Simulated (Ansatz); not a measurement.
# TaN (P-62m) in Ansatz: notebook

The runs below take TaN through relaxation of cell and atoms, with PBE.

Everything below comes from runs of Ansatz 0.2.0. Logs are shortened: lines on timing, memory, paths and dates and some standing lists are left out, and cuts for length are marked.

## 1. The structure

It takes space group P-62m (No. 189, hexagonal). The conventional cell has a = 5.196 Å, b = 5.196 Å, c = 2.911 Å, α = 90.00°, β = 90.00°, γ = 120.00°. Ta (site symmetry -62m) has 3 N at 2.04 Å as nearest neighbours. Ta (site symmetry -6) is surrounded by 6 N at 2.16 Å. Around N (site symmetry m2m) lie 5 Ta at 2.04 to 2.16 Å.

## 2. Relaxation of cell and atoms, PBE, target pressure 10 GPa, at which the enthalpy is minimised

input.yaml reads:

```yaml
crystal:
  lattice:
    - [5.196, 0.0, 0.0]
    - [-2.598, 4.4998679981, 0.0]
    - [0.0, 0.0, 2.911]
  atoms:
    - { symbol: Ta, position: [0.0, 0.0, 0.0] }
    - { symbol: Ta, position: [0.6666666667, 0.3333333333, 0.5] }
    - { symbol: Ta, position: [0.3333333333, 0.6666666667, 0.5] }
    - { symbol: "N", position: [0.0, 0.39285, 0.0] }
    - { symbol: "N", position: [0.60715, 0.60715, 0.0] }
    - { symbol: "N", position: [0.39285, 0.0, 0.0] }
hamiltonian:
  xc: pbe
  pseudopotentials: { kind: paw }
kpoints:
  mp_grid: { grid: [6, 6, 9] }
scf:
  occupations: { method: fermi_dirac, width: 0.05 }
output:
  forces: true
  stress: true
  eigenvalues: true
  write_density: true
  write_potential: true
  elf: true
  volumetric_format: npy
relax:
  f_tol: 0.01
  max_steps: 40
  cell: { stress_tol: 0.05, p_target: 10.0 }
```

Potentials or basis: Ansatz PAW.

Started as:

```bash
$ ansatz run input.yaml --threads 2 --pin off --max-ram 5632MiB --backend cpu --events-out ev --progress --plain --runs-dir out
```

The program printed:

```text
Warning: RAYON_NUM_THREADS=2 ignored (pool sized by the plan → 2); use --threads N
Engine: ansatz 0.2.0, aarch64-unknown-linux-gnu
Pseudopotentials: kind: paw
Pseudopotential: Ta, paw, valence charge 13, recommended cutoff 420 eV (normal), Ta.paw.azcp
Pseudopotential: N, paw, valence charge 5, recommended cutoff 420 eV (normal), N.paw.azcp
Functional definition: PBE
  parameter kappa = 0.804
  parameter beta = 0.06672455060314922
  exchange = pbe_x(kappa = kappa, mu = beta*pi^2/3)
  correlation = pbe_c(beta = beta)
Crystal: 6 atoms, lattice volume = 68.063 Å³
Basis set: ecut = 420 eV, 1287 PW (Γ), exchange–correlation on 72×72×40 points (8 copies of the dense FFT grid, shifted against one another)
Bands: 33, of which v1, the nominal top of the filled ones, is band 27 counted from 1 (26 counted from 0)
Symmetry: 12 space group operations
Space group: P-62m (ITA 189), of the structure as read, at distance tolerance 4.1e-5 Å
k-points: 35 of 324 (time reversal used)
Non-local potential: Ta, projectors of the file, l = 0: 3, l = 1: 2, l = 2: 2, l = 3: 1
Non-local potential: N, projectors of the file, l = 0: 2, l = 1: 2, l = 2: 1
PAW form: soft (Blöchl's): semilocal exchange-correlation on the pseudo side does not see the compensation charge
PAW one-centre angular grid: Ta, 590 points (default); XC on 64 Gauss nodes
PAW one-centre angular grid: N, 110 points (default); XC on 64 Gauss nodes
Initial density: superposition of atomic densities (neutral atoms: chi_scale 0, normalization atom), corrected by the library's trained network
Initial wavefunctions: pseudopotential atomic-orbital guess
Functional: x = pbe(κ = 0.804, μ = 0.2195149727645171), c = pbe(β = 0.06672455060314922)
SCF iter   1: F=—  HF=-30955.749617 eV  |F-HF|=—  |Δ(HF+E_count)|=         —  Δρ=8.73e-3  dr2=4.32e-2  ethr=1.77e-3  ⟨swp⟩=6.0  Hψ=4785  notcnv=0
preconditioner: auto → Kerker (q_TF=auto, 2.625 Å⁻¹)  [metal: Δε(μ)=0.045 eV  Ē_g=9.578 eV  σ=0.050 eV  W_gap=0.22  n_scr=26 (ndim 8)  ℏωp=24.7 eV  f_vac=0.000  D(μ)=0.84/eV (n_scr^D=6)]
SCF iter   2: F=—  HF=-30955.746672 eV  |F-HF|=—  |Δ(HF+E_count)|=   2.95e-3  Δρ=4.76e-3  dr2=1.12e-2  ethr=8.00e-5  ⟨swp⟩=1.8  Hψ=1554  notcnv=0  defer=4
SCF iter   3: F=—  HF=-30955.746862 eV  |F-HF|=—  |Δ(HF+E_count)|=   1.90e-4  Δρ=1.68e-3  dr2=1.67e-3  ethr=2.07e-5  ⟨swp⟩=2.5  Hψ=1629  notcnv=0  defer=4
SCF iter   4: F=—  HF=-30955.746697 eV  |F-HF|=—  |Δ(HF+E_count)|=   1.65e-4  Δρ=3.72e-4  dr2=7.30e-5  ethr=3.10e-6  ⟨swp⟩=2.0  Hψ=1597  notcnv=0  defer=4
SCF iter   5: F=—  HF=-30955.746708 eV  |F-HF|=—  |Δ(HF+E_count)|=   1.14e-5  Δρ=9.16e-5  dr2=4.22e-6  ethr=1.35e-7  ⟨swp⟩=2.0  Hψ=1604  notcnv=0  defer=4
SCF iter   6: F=—  HF=-30955.746708 eV  |F-HF|=—  |Δ(HF+E_count)|=   5.57e-8  Δρ=1.79e-5  dr2=1.89e-7  ethr=7.81e-9  ⟨swp⟩=2.7  Hψ=1882  notcnv=0  defer=4
SCF iter   7: F=-30955.746708 eV  HF=-30955.746708 eV  |F-HF|=9.28e-10  |Δ(HF+E_count)|=   1.16e-8  Δρ=2.59e-6  dr2=4.36e-9  ethr=1.85e-10  ⟨swp⟩=11.1  Hψ=7655  notcnv=0
SCF 1 converged in 7 iterations: F = -30955.746708 eV  dr2 = 4.36e-9
[... 50 lines left out ...]
SCF converged after 5 iterations
Free energy (F): -30955.700352 eV
Harris-Foulkes:  -30955.700352 eV  (|F-HF|=1.46e-11)
Internal energy: -30955.693958 eV  (E = F + TS)
E sigma→0 (E₀):  -30955.697155 eV
Entropy (-TS):   -0.006394 eV (-1.066 meV/atom)
Fermi energy:    20.040613 eV
--- Per-component energies (eV) ---
  E_band       = -201.521052
  E_kinetic    = 1502.319104
  E_local      = -2001.466312  (includes V_loc(G=0)·N_el)
  E_nonlocal   = 180.982576
  E_hartree    = 681.743947
  E_xc         = -840.289663
  E_vxc        = -847.664768  (∫ρ·V_xc dr)
  E_paw        = -25573.715373  (= ΣΔE_a)
  E_vpaw       = -399.180361  (= ΣTr[D̂ρ^β])
  E_aug_tail   = 0.000864  (compensation charges beyond the density's cutoff)
  E_ewald      = -4905.269101
  E_smearing   = -0.006394  (= −TS)
  E_closure    = 0.000000  (closes the sum)
  Σ components = -30955.700352   (vs F -30955.700352, Δ=0.00e0)
--- Forces (eV/Å), atoms counted from 1 ---
  atom   1  Ta    -0.00000000     0.00000000     0.00000000
  atom   2  Ta    -0.00000000     0.00000000     0.00000000
  atom   3  Ta     0.00000000     0.00000000     0.00000000
  atom   4  N      0.00008387    -0.00014526     0.00000000
  atom   5  N      0.00008387     0.00014526     0.00000000
  atom   6  N     -0.00016773     0.00000000     0.00000000
  max |Σ_I F_I| component: 3.05e-16 eV/Å
--- Stress (GPa, compression-positive) ---
        9.951842       0.000000       0.000000
        0.000000       9.951842       0.000000
        0.000000       0.000000       9.959326
  P = ⅓ Tr σ = 9.9543 GPa (99.543 kbar)
--- Band table (eV; the first three rows and the last of 35) ---
  k-point 0: bands = ["-49.2728", "-49.2245", "-48.6324", "-16.1246", "-16.1246", "-15.7563", "-15.7563", "-15.5685", "-15.4531", "-15.3114", "-15.3114", "-14.6623", "1.5913", "4.3638", "4.3638", "10.5650", "13.4136", "13.4136", "13.5178", "14.2159", "14.2159", "14.9962", "14.9962", "15.7609", "16.6880", "18.1342", "19.1254", "19.1254", "20.6816", "20.6816", "21.9513", "22.0280", "22.0280"]
  k-point 1: bands = ["-49.2671", "-49.2190", "-48.6275", "-16.1062", "-16.1062", "-15.7368", "-15.7368", "-15.6811", "-15.5531", "-15.3103", "-15.3103", "-14.7483", "1.8305", "4.2933", "4.2933", "10.9830", "13.1880", "13.1880", "13.7090", "14.1322", "14.1322", "14.9258", "14.9258", "15.1138", "17.1436", "18.6398", "18.6398", "18.7162", "21.2970", "21.2970", "22.0774", "22.0774", "22.1546"]
  k-point 2: bands = ["-49.2528", "-49.2052", "-48.6152", "-16.0592", "-16.0592", "-15.9568", "-15.7997", "-15.6851", "-15.6851", "-15.3097", "-15.3097", "-14.9607", "2.4625", "4.1077", "4.1077", "12.0961", "12.6740", "12.6740", "13.2942", "13.9234", "13.9234", "14.7513", "14.7513", "14.7559", "18.1647", "18.1647", "18.4322", "20.0457", "21.5405", "21.5405", "22.2234", "22.2234", "22.7413"]
  k-point 34: bands = ["-49.2024", "-49.2024", "-48.5919", "-16.3589", "-16.3589", "-16.0377", "-15.7728", "-15.7728", "-15.5194", "-15.3171", "-15.3082", "-15.3082", "3.4047", "4.0739", "4.0739", "11.8232", "11.8232", "12.7214", "12.7449", "12.7449", "13.4510", "13.4820", "15.8899", "15.8899", "17.5774", "17.5774", "18.3180", "22.3742", "22.3742", "22.6396", "22.9486", "22.9486", "23.8575"]
--- Relaxed structure (5 steps of the walk, 5 accepted, 1 SCFs on fresh bases) ---
  F+E_penalty+E_count = -30955.70035179 eV   max|allowed force component| = 1.677e-4 eV/Å   (the final SCF, on the basis selected at the relaxed cell)
  cell:  # Å, volume = 67.0496 Å³
    - [5.1706827730457, 0.0, 0.0]
    - [-2.58534138652285, 4.477942636368143, 0.0]
    - [0.0, 0.0, 2.8958078245333483]
  atoms:
    - { symbol: Ta, position: [2.5813616126865356e-20, -4.015681396830721e-21, 0.0] }
    - { symbol: Ta, position: [0.6666666666666666, 0.3333333333333333, 0.49999999999999994] }
    - { symbol: Ta, position: [0.3333333333333333, 0.6666666666666666, 0.49999999999999994] }
    - { symbol: N, position: [-5.551115123125783e-17, 0.39383429796327885, 0.0] }
    - { symbol: N, position: [0.606165702036721, 0.606165702036721, 0.0] }
    - { symbol: N, position: [0.39383429796327896, -4.0156813968307355e-21, 0.0] }
```

rho_z.tsv:

```text
# z_ang	rho[e/angstrom^3]
# format = ansatz-planar-average/11
# lattice	5.170682773	0.000000000	0.000000000
# lattice	-2.585341387	4.477942636	0.000000000
# lattice	0.000000000	0.000000000	2.895807825
# sites	6
# site	73	0.000000000	-0.000000000	0.000000000
# site	73	2.585341387	1.492647545	1.447903912
# site	73	0.000000000	2.985295091	1.447903912
# site	7	-1.018196110	1.763567395	0.000000000
# site	7	1.567145277	2.714375242	0.000000000
# site	7	2.036392220	-0.000000000	0.000000000
0.000000	1.119221e0
0.144790	1.080755e0
0.289581	9.653253e-1
0.434371	7.967012e-1
0.579162	6.447623e-1
0.723952	5.780983e-1
[... 12 lines left out ...]
2.606227	9.653253e-1
2.751017	1.080755e0
```

v_z.tsv:

```text
# z_ang	v_es[eV]	v_tot[eV]
# format = ansatz-planar-average/11
# xc	pbe
# density_cutoff_ev	1680
# datasets	Ta=:simpson_from_first_knot:soft	N=:simpson_from_first_knot:soft
# lattice	5.170682773	0.000000000	0.000000000
# lattice	-2.585341387	4.477942636	0.000000000
# lattice	0.000000000	0.000000000	2.895807825
# sites	6
# site	73	0.000000000	-0.000000000	0.000000000
# site	73	2.585341387	1.492647545	1.447903912
# site	73	0.000000000	2.985295091	1.447903912
# site	7	-1.018196110	1.763567395	0.000000000
# site	7	1.567145277	2.714375242	0.000000000
# site	7	2.036392220	-0.000000000	0.000000000
0.000000	3.184852e0	-1.135918e1
0.144790	3.934615e0	-1.048061e1
0.289581	5.936634e0	-8.074482e0
0.434371	8.369352e0	-5.041222e0
0.579162	1.025297e1	-2.545668e0
0.723952	1.087661e1	-1.523606e0
[... 12 lines left out ...]
2.606227	5.936634e0	-8.074482e0
2.751017	3.934615e0	-1.048061e1
```

It took 25 s on 2 threads of Arm Neoverse V1, shared host; peak memory 0.32 GiB.

What came out:

| Property | Result |
| --- | --- |
| Free energy | -30955.7004 eV |
| Relaxed volume | 11.17 Å³/atom |
| Relaxed cell | a = 5.171 Å, b = 5.171 Å, c = 2.896 Å, α = 90.00°, β = 90.00°, γ = 120.00° |
| Space group after relaxing (to 0.05 Å) | P-62m (No. 189) |
| Energy change on relaxing (the enthalpy is what falls) | +7.7 meV/atom |
| Ionic steps | 6 |
| Pressure after relaxing | 10.0 GPa |
| Band gap on the k mesh | none (metal or under the smearing width) |

Step by step:
```tsv
step	energy change (eV)	largest force (eV/Å)	volume (Å³)
1	0.0000	0.0411	68.06
2	0.0778	0.0302	66.55
3	0.0431	0.0167	67.06
4	0.0436	0.0063	67.05
5	0.0438	0.0001	67.05
6	0.0464	0.0002	67.05
```

Final structure:
```
Ta N
1.0
     5.17068    0.00000    0.00000
    -2.58534    4.47794    0.00000
     0.00000    0.00000    2.89581
Ta N
3 3
Direct
  0.00000 0.00000 0.00000
  0.66667 0.33333 0.50000
  0.33333 0.66667 0.50000
  0.00000 0.39383 0.00000
  0.60617 0.60617 0.00000
  0.39383 0.00000 0.00000
```

Caveat: the plane-wave basis is chosen anew once the cell has moved, so the energies of steps on either side of that aren't comparable; the pressure holds a Pulay correction of +0.5 GPa for the finite cutoff.

## 3. Relaxation of cell and atoms, PBE, target pressure 20 GPa, at which the enthalpy is minimised

Edit input.yaml of step 2 so:

```diff
@@ -30,2 +30,2 @@
   max_steps: 40
-  cell: { stress_tol: 0.05, p_target: 10.0 }
+  cell: { stress_tol: 0.05, p_target: 20.0 }
```

Potentials or basis: Ansatz PAW.

Started as:

```bash
$ ansatz run input.yaml --threads 2 --pin off --max-ram 5632MiB --backend cpu --events-out ev --progress --plain --runs-dir out
```

Wall time 38 s (2 threads of Arm Neoverse V1, shared host); peak memory 0.33 GiB.

Results (log left out):

| Property | Result |
| --- | --- |
| Free energy | -30955.5324 eV |
| Relaxed volume | 10.87 Å³/atom |
| Relaxed cell | a = 5.120 Å, b = 5.120 Å, c = 2.874 Å, α = 90.00°, β = 90.00°, γ = 120.00° |
| Space group after relaxing (to 0.05 Å) | P-62m (No. 189) |
| Energy change on relaxing (the enthalpy is what falls) | +35.7 meV/atom |
| Ionic steps | 9 |
| Pressure after relaxing | 20.0 GPa |
| Band gap on the k mesh | none (metal or under the smearing width) |

Step by step:
```
step  energy change (eV)  largest force (eV/Å)  volume (Å³)
   1              0.0000                0.0411        68.06
   2              0.4576                0.0448        63.63
   3              0.1924                0.0401        65.37
   4              0.1978                0.0415        65.32
   5              0.2028                0.0007        65.28
   6              0.2043                0.0001        65.27
   7              0.2109                0.0003        65.27
   8              0.2142                0.0001        65.24
   9              0.2143                0.0000        65.24
```

Final structure:
```
Ta N
1.0
     5.11993    0.00000    0.00000
    -2.55996    4.43399    0.00000
     0.00000    0.00000    2.87381
Ta N
3 3
Direct
  0.00000 0.00000 0.00000
  0.66667 0.33333 0.50000
  0.33333 0.66667 0.50000
  0.00000 0.39502 0.00000
  0.60498 0.60498 0.00000
  0.39502 0.00000 0.00000
```

Levels at points of the mesh, in eV from the Fermi level:
```csv
k point,band 23,band 24,band 25,band 26,band 27,band 28,band 29,band 30,band 31,band 32
"(0.00, 0.00, 0.00)",-5.13,-4.37,-3.41,-1.93,-0.95,-0.95,0.63,0.63,2.04,2.06
"(0.00, -0.50, 0.00)",-4.78,-4.00,-4.00,-2.89,-2.68,1.33,1.94,2.03,2.55,2.60
```

Caveat: the plane-wave basis is chosen anew once the cell has moved, so the energies of steps on either side of that aren't comparable; the pressure holds a Pulay correction of +0.5 GPa for the finite cutoff. Spin-orbit coupling is left out, which matters for the levels of Ta.

## 4. Relaxation of cell and atoms, PBE, target pressure 30 GPa, at which the enthalpy is minimised

Edit input.yaml of step 3 so:

```diff
@@ -23,6 +23,2 @@
   eigenvalues: true
-  write_density: true
-  write_potential: true
-  elf: true
-  volumetric_format: npy
 relax:
@@ -30,2 +26,2 @@
   max_steps: 40
-  cell: { stress_tol: 0.05, p_target: 20.0 }
+  cell: { stress_tol: 0.05, p_target: 30.0 }
```

Started as:

```bash
$ ansatz run input.yaml --threads 2 --pin off --max-ram 5632MiB --backend cpu --events-out ev --progress --plain --runs-dir out
```

Run time: 35 s. Hardware: 2 threads of Arm Neoverse V1, shared host; peak memory 0.32 GiB.

Results (log left out):

- Free energy: -30955.2869 eV
- Relaxed volume: 10.61 Å³/atom
- Relaxed cell: a = 5.075 Å, b = 5.075 Å, c = 2.854 Å, α = 90.00°, β = 90.00°, γ = 120.00°
- Space group after relaxing (to 0.05 Å): P-62m (No. 189)
- Energy change on relaxing (the enthalpy is what falls): +76.6 meV/atom
- Ionic steps: 9
- Pressure after relaxing: 30.0 GPa
- Band gap on the k mesh: none (metal or under the smearing width)

The path:
```csv
step,energy change (eV),largest force (eV/Å),volume (Å³)
1,0.0000,0.0411,68.06
2,1.1740,0.0591,60.79
3,0.3947,0.0550,63.98
4,0.4377,0.0097,63.73
5,0.4439,0.0115,63.70
6,0.4440,0.0001,63.70
7,0.4532,0.0006,63.70
8,0.4597,0.0001,63.66
9,0.4598,0.0001,63.66
```

Final structure:
```yaml
crystal:
  lattice:
    - [5.07470, 0.00000, 0.00000]
    - [-2.53735, 4.39482, 0.00000]
    - [0.00000, 0.00000, 2.85441]
  atoms:
    - { symbol: Ta, position: [0.00000, 0.00000, 0.00000] }
    - { symbol: Ta, position: [0.66667, 0.33333, 0.50000] }
    - { symbol: Ta, position: [0.33333, 0.66667, 0.50000] }
    - { symbol: N, position: [0.00000, 0.39605, 0.00000] }
    - { symbol: N, position: [0.60395, 0.60395, 0.00000] }
    - { symbol: N, position: [0.39605, 0.00000, 0.00000] }
```

Levels at points of the mesh, in eV from the Fermi level:
```
            k point  band 25  band 26  band 27  band 28  band 29  band 30
 (0.00, 0.00, 0.00)    -3.47    -1.95    -0.98    -0.98     0.62     0.62
(0.00, -0.50, 0.00)    -4.06    -2.93    -2.74     1.38     2.00     2.08
```

Caveat: the plane-wave basis is chosen anew once the cell has moved, so the energies of steps on either side of that aren't comparable; the pressure holds a Pulay correction of +0.5 GPa for the finite cutoff.

## 5. The runs side by side

```csv
cell,target pressure (GPa),gap on the mesh (eV),pressure (GPa)
relaxed to 10 GPa,10,none,10.0
relaxed to 20 GPa,20,none,20.0
relaxed to 30 GPa,30,none,30.0
```

Alike in all rows: task relaxation of cell and atoms; level PBE; potentials or basis Ansatz PAW; no spin polarisation; k mesh 6 × 6 × 9; cutoff (eV) 420; smearing fermi-dirac 0.05 eV.

Caveats: the plane-wave basis is chosen anew once the cell has moved, so the energies of steps on either side of that aren't comparable.

Absolute energies hang on the potentials; compare differences alone.
